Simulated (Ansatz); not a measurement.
Method: DFT PBE, scalar-relativistic, plane waves, PAW (Ansatz). All cells share a 420 eV cutoff and Γ-centred k meshes spaced at most about 0.3 Å⁻¹ (about 0.25 or finer for metals, 2π included). No spin polarisation.

The zero of energy is the elements' standard structures at the same level; no fitted shifts are applied.

Temperature and zero-point effects are left out. Larger cells and other orderings weren't all tried, so the list isn't exhaustive. No dispersion correction is applied, so the spacing and binding between layers, chains or molecules are poorly described. The reference form of C is held partly by dispersion forces, which this level lacks.

A search for TiC₃ gave 12 distinct relaxed structures. Coordination counts C atoms around Ti (those within 1.25 times the shortest such distance or 1.15 times the sum of covalent radii). Cells relaxed within their symmetry can be saddle points.

Question: What is the best candidate for TiC₃?

Answer: The one with space group Pmma (No. 51), reached from: a cell proposed by chemical analogy. It has a = 4.729 Å, b = 4.261 Å, c = 10.550 Å, 13.3 Å³/atom, a gap of 0.02 eV on the mesh. Ti on its first site is surrounded by 3 C at 2.03–2.13 Å, 2 C at 2.37 Å and 2 Ti at 2.91 Å; around Ti on its second site lie 3 C at 2.03–2.13 Å, 2 C at 2.37 Å and 2 Ti at 2.91 Å; C on a site of symmetry 2 has 3 C at 1.38–1.41 Å; C on a site of symmetry m has 3 C at 1.38–1.41 Å; 2 more sites not described. Its energy over the elements is −0.05 eV/atom. A negative formation energy is needed for stability but isn't enough: competing phases decide. An observed structure of this formula, if there is one, may be missing.

```
Ti C
1.0
     4.72929    0.00000    0.00000
     0.00000    4.26082    0.00000
     0.00000    0.00000   10.55013
Ti C
4 12
Direct
  0.75000 0.00000 0.90620
  0.75000 0.50000 0.09383
  0.25000 0.00000 0.09380
  0.25000 0.50000 0.90617
  0.00000 0.16544 0.50000
  0.75000 0.33455 0.49957
  0.50000 0.16544 0.50000
  0.25000 0.33455 0.50043
  0.00000 0.83456 0.50000
  0.75000 0.66545 0.49957
  0.25000 0.66545 0.50043
  0.50000 0.83456 0.50000
  0.75000 0.50000 0.90151
  0.75000 0.00000 0.09848
  0.25000 0.50000 0.09849
  0.25000 0.00000 0.90152
```

Question: How much higher is the P6/mmm structure with 8.2 Å³/atom and coordination Ti 12 (reached from: a cell proposed by chemical analogy)?

Answer: 0.39 eV/atom. It has no gap on its mesh. It holds C–C nets (shortest 1.49 Å).

Question: How much higher is the P6_3/mmc structure with 10.1 Å³/atom and coordination Ti 6 (reached from: Ni3Sn (D0_19) type (P6_3/mmc))?

Answer: 0.99 eV/atom. It has no gap on its mesh. It holds C–C units of three or more atoms (shortest 1.44 Å).
